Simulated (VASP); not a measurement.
Wanted: the native input for a VASP 6.6.1 run.

```yaml
Task: electrostatic potential
Functional: r2SCAN
Dispersion: rVV10
Potentials_or_basis: VASP PAW PBE potentials, release 64 (Be, Te)
Cutoff: 520 eV
k_mesh: 10 × 10 × 10
Occupations: gaussian, width 0.02 eV
Spin: no spin polarisation
Further_INCAR_settings: ALGO = Normal; EDIFF = 1e-06
```

The structure of BeTe lies in POSCAR:

```
BeTe                                    
1.0
   -0.0000000000      2.8233262171      2.8233262171
    2.8233262171     -0.0000000000      2.8233262171
    2.8233262171      2.8233262171     -0.0000000000
  Be              Te            
     1     1
Direct
     0.0000000000000000    0.0000000000000000    0.0000000000000000
     0.2500000000000000    0.2500000000000000    0.2500000000000000
```

The cell was built by a generator and needn't be a form met in nature.

One way to write it, as run:

INCAR

```
ALGO     = Normal         # electronic algorithm
BPARAM   = 11.95        
CPARAM   = 0.0093       
EDIFF    = 1E-6           # SCF threshold, eV
ENCUT    = 520            # plane-wave cutoff, eV
ISIF     = 2              # what is computed and relaxed
ISMEAR   = 0              # smearing method
IVDW_NL  = 2            
LASPH    = True           # aspherical terms in the spheres
LCHARG   = True           # write CHGCAR
LMIXTAU  = True         
LREAL    = False          # projectors in reciprocal space
LUSE_VDW = True         
LVHAR    = True         
LWAVE    = False          # write WAVECAR
METAGGA  = R2SCAN         # meta-GGA
NELM     = 100            # most SCF steps
PREC     = Accurate       # precision mode
SIGMA    = 0.02           # smearing width, eV
```

KPOINTS

```
k-points
0
Gamma
  10 10 10
```

Potentials or basis: VASP PAW PBE potentials, release 64 (Be, Te).

The run is started by

```bash
$ cat potpaw_PBE.64/Be/POTCAR potpaw_PBE.64/Te/POTCAR > POTCAR
$ mpirun -np 1 vasp_std > vasp.out
```

It gave:

```yaml
Pressure: 0.0 GPa
Band_gap_on_the_k_mesh: 2.29 eV, indirect (least direct gap 4.01 eV)
```

Caveat: the PAW data sets were made with another functional, which shifts forces and pressure a little; spin-orbit coupling is left out, which moves the levels of the heavy elements.

Wall time 76 s on 1 thread of Intel(R) Xeon(R) 6975P-C (Granite Rapids) (shared host), peak memory 0.3 GiB.
